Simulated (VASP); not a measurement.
# HgTe (Fm-3m) in VASP: equation of state

Aim: energy against volume of HgTe in PBE, for its equilibrium volume and stiffness.

Everything below comes from runs of VASP 6.6.1. Logs are shortened: lines on timing, memory, paths and dates and some standing lists are left out, and cuts for length are marked.

### Step 1. The crystal as given

The structure is cubic, space group Fm-3m (No. 225). Conventional cell: a = 6.360 Å, b = 6.360 Å, c = 6.360 Å, α = 90.00°, β = 90.00°, γ = 90.00°. Hg (site symmetry m-3m) has 6 Te at 3.18 Å as nearest neighbours. Te (site symmetry m-3m) is surrounded by 6 Hg at 3.18 Å.

Measurements of this composition are mostly on another form, of space group No. 216.

### Step 2. Equation of state, PBE, 30.23 Å³/atom (volume scaled by 0.94)

Input file INCAR:

```
SYSTEM = HgTe
ALGO = Normal ; EDIFF = 1E-7
ENCUT = 520 ; GGA = PE
ISIF = 2 ; ISMEAR = -1
LASPH = .True. ; LCHARG = .False.
LREAL = .False. ; LWAVE = .False.
NBANDS = 16 ; NELM = 80
PREC = Accurate ; SIGMA = 0.05
```

Input file KPOINTS:

```
k-points
0
Gamma
  7 7 7
  0 0 0
```

Input file POSCAR:

```
HgTe
1.0
    0.0000000000      3.1150838257      3.1150838257
    3.1150838257      0.0000000000      3.1150838257
    3.1150838257      3.1150838257      0.0000000000
Hg Te
1 1
Direct
    0.0000000000      0.0000000000      0.0000000000
    0.5000000000      0.5000000000      0.5000000000
```

Potentials or basis: VASP PAW PBE potentials, release 64 (Hg, Te).

Command:

```
$ cat potpaw_PBE.64/Hg/POTCAR potpaw_PBE.64/Te/POTCAR > POTCAR
$ mpirun -np 1 vasp_std > vasp.out
```

OUTCAR:

```text
SYSTEM = HgTe
   EDIFF = 1E-7
   ENCUT = 520
   GGA = PE
   ISIF = 2
   ISMEAR = -1
   LASPH = .True.
   LREAL = .False.
   NELM = 80
   PREC = Accurate

 ion  position               nearest neighbor table
   1  0.000  0.000  0.000-   2 3.12   2 3.12   2 3.12   2 3.12   2 3.12   2 3.12
   2  0.500  0.500  0.500-   1 3.12   1 3.12   1 3.12   1 3.12   1 3.12   1 3.12

  LATTYP: Found a face centered cubic cell.
 ALAT       =     6.2301676514

  Lattice vectors:

 A1 = (   0.0000000000,   3.1150838257,   3.1150838257)
 A2 = (   3.1150838257,   0.0000000000,   3.1150838257)
 A3 = (   3.1150838257,   3.1150838257,   0.0000000000)

Analysis of symmetry for initial positions (statically):
=====================================================================
 Subroutine PRICEL returns:
 Original cell was already a primitive cell.

 Routine SETGRP: Setting up the symmetry group for a
 face centered cubic supercell.

 Subroutine GETGRP returns: Found 48 space group operations
 (whereof 48 operations were pure point group operations)
 out of a pool of 48 trial point group operations.

The static configuration has the point symmetry O_h .

Analysis of symmetry for dynamics (positions and initial velocities):
=====================================================================
 Subroutine PRICEL returns:
 Original cell was already a primitive cell.

 Routine SETGRP: Setting up the symmetry group for a
 face centered cubic supercell.

 Subroutine GETGRP returns: Found 48 space group operations
 (whereof 48 operations were pure point group operations)
 out of a pool of 48 trial point group operations.

The dynamic configuration has the point symmetry O_h .

 Subroutine INISYM returns: Found 48 space group operations
 (whereof 48 operations are pure point group operations),
 and found     1 'primitive' translations

----------------------------------------------------------------------------------------

                                     Primitive cell

  volume of cell :      60.4560

  direct lattice vectors                    reciprocal lattice vectors
     0.000000000  3.115083826  3.115083826    -0.160509324  0.160509324  0.160509324
     3.115083826  0.000000000  3.115083826     0.160509324 -0.160509324  0.160509324
     3.115083826  3.115083826  0.000000000     0.160509324  0.160509324 -0.160509324

  length of vectors
     4.405393794  4.405393794  4.405393794     0.278010305  0.278010305  0.278010305

  position of ions in fractional coordinates (direct lattice)
     0.000000000  0.000000000  0.000000000
     0.500000000  0.500000000  0.500000000

  ion indices of the primitive-cell ions
   primitive index   ion index
                 1           1
                 2           2

----------------------------------------------------------------------------------------

 KPOINTS: k-points

Automatic generation of k-mesh.
 Grid dimensions read from file:
 generate k-points for:    7    7    7

 Generating k-lattice:

  Cartesian coordinates                     Fractional coordinates (reciprocal lattice)
    -0.022929903  0.022929903  0.022929903     0.142857143  0.000000000  0.000000000
     0.022929903 -0.022929903  0.022929903     0.000000000  0.142857143  0.000000000
     0.022929903  0.022929903 -0.022929903     0.000000000  0.000000000  0.142857143

  Length of vectors
     0.039715758  0.039715758  0.039715758

  Shift w.r.t. Gamma in fractional coordinates (k-lattice)
     0.000000000  0.000000000  0.000000000

 Subroutine IBZKPT returns following result:
 ===========================================

 Found     20 irreducible k-points:

 Following reciprocal coordinates:
            Coordinates               Weight
  0.000000  0.000000  0.000000      1.000000
  0.142857  0.000000  0.000000      8.000000
  0.285714  0.000000  0.000000      8.000000
  0.428571  0.000000  0.000000      8.000000
  0.142857  0.142857  0.000000      6.000000
  0.285714  0.142857  0.000000     24.000000
[... 12 lines left out ...]
 -0.428571  0.428571  0.142857     24.000000
 -0.285714  0.428571  0.142857     24.000000
   k-points           NKPTS =     20   k-points in BZ     NKDIM =     20   number of bands    NBANDS=     16
   number of dos      NEDOS =    301   number of ions     NIONS =      2
   total plane-waves  NPLWV =  46656
   dimension x,y,z NGX =    36 NGY =   36 NGZ =   36
   dimension x,y,z NGXF=    72 NGYF=   72 NGZF=   72
   ions per type =               1   1
   NGX,Y,Z   is equivalent  to a cutoff of  13.59, 13.59, 13.59 a.u.
   NGXF,Y,Z  is equivalent  to a cutoff of  27.17, 27.17, 27.17 a.u.
 SYSTEM =  HgTe
   PREC   = accura    normal or accurate (medium, high low for compatibility)
   ISTART =      0    job   : 0-new  1-cont  2-samecut
   ICHARG =      2    charge: 1-file 2-atom 10-const
   ISPIN  =      1    spin polarized calculation?
   LNONCOLLINEAR =      F non collinear calculations
   LSORBIT =      F    spin-orbit coupling
   LASPH  =      T    aspherical Exc in radial PAW
   ENCUT  =  520.0 eV  38.22 Ry    6.18 a.u.   8.19  8.19  8.19*2*pi/ulx,y,z
   NELM   =     80;   NELMIN=  2; NELMDL= -5     # of ELM steps
   EDIFF  = 0.1E-06   stopping-criterion for ELM
   LREAL  =      F    real-space projection
   EDIFFG = 0.1E-05   stopping-criterion for IOM
   NSW    =      0    number of steps for IOM
   IBRION =     -1    ionic relax: 0-MD 1-quasi-New 2-CG
   NFREE  =      0    steps in history (QN), initial steepest desc. (CG)
   ISIF   =      2    stress and relaxation
   ISYM   =      2    0-nonsym 1-usesym 2-fastsym
   POTIM  = 0.5000    time-step for ionic-motion
   TEBEG  =    0.0;   TEEND  =   0.0 temperature during run
   PSTRESS=    0.0 pullay stress
   NELECT =      18.0000    total number of electrons
   NUPDOWN=      -1.0000    fix difference up-down
   EMIN   =  10.00;   EMAX   =-10.00  energy-range for DOS
   EFERMI =   0.00;   METHOD = LEGACY
   ISMEAR =    -1;   SIGMA  =   0.05  broadening in eV -4-tet -1-fermi 0-gaus
   EFERMI_NEDOS =   21; number of points for ismear=-14 and -15
   IALGO  =     38    algorithm
   IMIX   =      4    mixing-type and parameters
     AMIX     =   0.40;   BMIX     =  1.00
     AMIX_MAG =   1.60;   BMIX_MAG =  1.00
  volume/ion in A,a.u.               =      30.23       203.99
  Fermi-wavevector in a.u.,A,eV,Ry     =   1.093166  2.065783 16.259110  1.195011
  Thomas-Fermi vector in A             =   2.229445
   LORBIT       =      0    0 simple, 1 ext, 2 COOP (PROOUT), +10 PAW based schemes
   GGA     = PE    functional components
   LHFCALC =     F    Hartree Fock is set to
   AEXX    =    0.0000 exact exchange contribution
   IVDW    =     0    specifies the selected vdW correction
   LEPSILON=     F    determine dielectric tensor
   LRPA    =     F    only Hartree local field effects (RPA)
 non-spin polarized calculation
  energy-cutoff  :      520.00
  volume of cell :       60.46
 maximum number of plane-waves:      1647
 NGX is ok and might be reduce to    36
   NGX = 17   NGY = 17   NGZ = 17

 number of electron      18.0000002 magnetization

 Free energy of the ion-electron system (eV)
  ---------------------------------------------------
  ext. energy  EPLUGINS =         0.00000000
  ---------------------------------------------------
  free energy    TOTEN  =        -3.34903432 eV

  energy without entropy =       -3.34192728  energy(sigma->0) =       -3.34548080

 E-fermi :   3.7494     XC(G=0):  -9.5709

 val. band max:        3.7254630227   @ k =  -0.1429   0.1429   0.0000
 cond. band min:       3.8644066271   @ k =   0.4286   0.0000   0.0000
 fundamental gap:      0.1389436044
 Fermi energy:         3.7494445125

 k-point     1 :       0.0000    0.0000    0.0000
  band No.  band energies     occupation
      1      -7.9098      2.00000
      2      -2.7693      2.00000
      3      -2.7693      2.00000
      4      -2.7145      2.00000
      5      -2.7145      2.00000
      6      -2.7145      2.00000
[... 8 lines left out ...]
     15      11.3299      0.00000
     16      11.3299      0.00000

 k-point     2 :       0.1429    0.0000    0.0000
  band No.  band energies     occupation
      1      -7.7560      2.00000
      2      -2.8232      2.00000
      3      -2.8232      2.00000
      4      -2.7330      2.00000
      5      -2.6920      2.00000
      6      -2.6920      2.00000
[... 8 lines left out ...]
     15      11.8111      0.00000
     16      11.8111      0.00000

 k-point     3 :       0.2857    0.0000    0.0000
  band No.  band energies     occupation
      1      -7.3539      2.00000
      2      -2.9466      2.00000
      3      -2.9466      2.00000
      4      -2.8197      2.00000
      5      -2.6323      2.00000
      6      -2.6323      2.00000
[... 8 lines left out ...]
     15      12.7566      0.00000
     16      12.7566      0.00000

 k-point     4 :       0.4286    0.0000    0.0000
  band No.  band energies     occupation
      1      -6.9416      2.00000
      2      -3.0410      2.00000
      3      -3.0410      2.00000
      4      -3.0159      2.00000
      5      -2.5824      2.00000
      6      -2.5824      2.00000
[... 8 lines left out ...]
     15      14.1062      0.00000
     16      14.1062      0.00000
[... 248 lines left out ...]
 k-point    18 :      -0.4286    0.2857    0.1429
  band No.  band energies     occupation
      1      -6.9153      2.00000
      2      -2.9758      2.00000
      3      -2.8433      2.00000
      4      -2.7659      2.00000
      5      -2.5629      2.00000
      6      -2.5014      2.00000
[... 8 lines left out ...]
     15      13.7447      0.00000
     16      15.0551      0.00000

 k-point    19 :      -0.4286    0.4286    0.1429
  band No.  band energies     occupation
      1      -6.9542      2.00000
      2      -2.8367      2.00000
      3      -2.7902      2.00000
      4      -2.6336      2.00000
      5      -2.5273      2.00000
      6      -2.2928      2.00000
[... 8 lines left out ...]
     15      14.8192      0.00000
     16      16.2674      0.00000

 k-point    20 :      -0.2857    0.4286    0.1429
  band No.  band energies     occupation
      1      -6.8845      2.00000
      2      -2.9396      2.00000
      3      -2.7642      2.00000
      4      -2.6873      2.00000
      5      -2.5266      2.00000
      6      -2.2579      2.00000
[... 8 lines left out ...]
     15      13.9744      0.00000
     16      16.1401      0.00000

------------------------ aborting loop because EDIFF is reached ----------------------------------------

  FORCE on cell =-STRESS in cart. coord.  units (eV):
  Direction    XX          YY          ZZ          XY          YZ          ZX
  --------------------------------------------------------------------------------------
  -------------------------------------------------------------------------------------
  Total       -0.6681804     -0.6681804     -0.6681804      0.0000000     -0.0000000     -0.0000000
  in kB      -17.7078199    -17.7078199    -17.7078199      0.0000000     -0.0000000     -0.0000000
  external PRESSURE =     -17.7078199 kB  Pullay stress =       0.0000000 kB

 VOLUME and BASIS-vectors are now :
 -----------------------------------------------------------------------------
  energy-cutoff  :      520.00
  volume of cell :       60.46
      direct lattice vectors                 reciprocal lattice vectors
     0.000000000  3.115083826  3.115083826    -0.160509324  0.160509324  0.160509324
     3.115083826  0.000000000  3.115083826     0.160509324 -0.160509324  0.160509324
     3.115083826  3.115083826  0.000000000     0.160509324  0.160509324 -0.160509324

 POSITION                                       TOTAL-FORCE (eV/Angst)
 -----------------------------------------------------------------------------------
      0.00000      0.00000      0.00000         0.000000     -0.000000     -0.000000
      3.11508      3.11508      3.11508        -0.000000      0.000000      0.000000
 -----------------------------------------------------------------------------------
    total drift:                               -0.000000      0.000000      0.000000

  FREE ENERGIE OF THE ION-ELECTRON SYSTEM (eV)
  ---------------------------------------------------
  free  energy   TOTEN  =        -3.3490343248 eV

  energy  without entropy=       -3.3419272810  energy(sigma->0) =       -3.34548080
```

Wall time 24 s (1 thread of Intel Xeon Platinum 8488C (Sapphire Rapids), shared host); peak memory 0.2 GiB.

Results:

| Property | Result |
| --- | --- |
| Free energy | -3.3490 eV |
| Pressure | -1.8 GPa |
| Band gap on the k mesh | none (metal or under the smearing width) |

### Step 3. Equation of state, PBE, 30.87 Å³/atom (volume scaled by 0.96)

Input file INCAR:

```
SYSTEM = HgTe
PREC = Accurate
ENCUT = 520
EDIFF = 1E-7
ISMEAR = -1
SIGMA = 0.05
LREAL = .FALSE.
LASPH = .TRUE.
NELM = 60
ALGO = Normal
ISIF = 2
LWAVE = .FALSE.
LCHARG = .FALSE.
GGA = PE
NBANDS = 16
```

Input file KPOINTS:

```
Automatic mesh
0
G
  7 7 7
  0 0 0
```

Input file POSCAR:

```
HgTe
1.0
    0.0000000000      3.1370217585      3.1370217585
    3.1370217585      0.0000000000      3.1370217585
    3.1370217585      3.1370217585      0.0000000000
Hg Te
1 1
Direct
    0.0000000000      0.0000000000      0.0000000000
    0.5000000000      0.5000000000      0.5000000000
```

Potentials or basis: VASP PAW PBE potentials, release 64 (Hg, Te).

Command:

```
$ cat potpaw_PBE.64/Hg/POTCAR potpaw_PBE.64/Te/POTCAR > POTCAR
$ mpirun -np 1 vasp_std > vasp.out
```

It took 21 s on 1 thread of Intel Xeon Platinum 8488C (Sapphire Rapids), shared host; peak memory 0.2 GiB.

The run converged. Its results:

- Free energy: -3.3321 eV
- Pressure: -2.5 GPa
- Band gap on the k mesh: none (metal or under the smearing width)

### Step 4. Equation of state, PBE, 31.51 Å³/atom (volume scaled by 0.98)

Input file INCAR:

```
PREC = Accurate ; ENCUT = 520
EDIFF = 1E-7 ; ISMEAR = -1
SIGMA = 0.05 ; LREAL = F
LASPH = T ; NELM = 60
ALGO = Normal ; ISIF = 2
LWAVE = F ; LCHARG = F
GGA = PE ; NBANDS = 16
```

Input file KPOINTS:

```
regular mesh
0
Gamma
  7 7 7
```

Input file POSCAR:

```
HgTe
1.0
    0.0000000000      3.1586570750      3.1586570750
    3.1586570750      0.0000000000      3.1586570750
    3.1586570750      3.1586570750      0.0000000000
Hg Te
1 1
Direct
    0.0000000000      0.0000000000      0.0000000000
    0.5000000000      0.5000000000      0.5000000000
```

Command:

```
$ cat potpaw_PBE.64/Hg/POTCAR potpaw_PBE.64/Te/POTCAR > POTCAR
$ mpirun -np 1 vasp_std > vasp.out
```

It took 19 s on 1 thread of Intel Xeon Platinum 8488C (Sapphire Rapids), shared host; peak memory 0.2 GiB.

The run converged. Its results:

* Free energy: -3.3098 eV
* Pressure: -3.1 GPa
* Band gap on the k mesh: none (metal or under the smearing width)

### Step 5. Equation of state, PBE, 32.80 Å³/atom (volume scaled by 1.02)

Input file INCAR:

```
PREC = Accurate ; ENCUT = 520
EDIFF = 1E-7 ; ISMEAR = -1
SIGMA = 0.05 ; LREAL = False
LASPH = True ; NELM = 100
ALGO = Normal ; ISIF = 2
LWAVE = False ; LCHARG = False
GGA = PE ; NBANDS = 16
```

Input file KPOINTS:

```
Automatic mesh
0
Gamma
  7 7 7
```

Input file POSCAR:

```
HgTe
1.0
    0.0000000000      3.2010602164      3.2010602164
    3.2010602164      0.0000000000      3.2010602164
    3.2010602164      3.2010602164      0.0000000000
Hg Te
1 1
Direct
    0.0000000000      0.0000000000      0.0000000000
    0.5000000000      0.5000000000      0.5000000000
```

Command:

```
$ cat potpaw_PBE.64/Hg/POTCAR potpaw_PBE.64/Te/POTCAR > POTCAR
$ mpirun -np 1 vasp_std > vasp.out
```

Run time: 19 s. Hardware: 1 thread of Intel Xeon Platinum 8488C (Sapphire Rapids), shared host; peak memory 0.2 GiB.

The run converged. Its results:

```yaml
Free_energy: -3.2517 eV
Pressure: -4.1 GPa
Band_gap_on_the_k_mesh: none (metal or under the smearing width)
```

(Continued in part 2 of 2.)
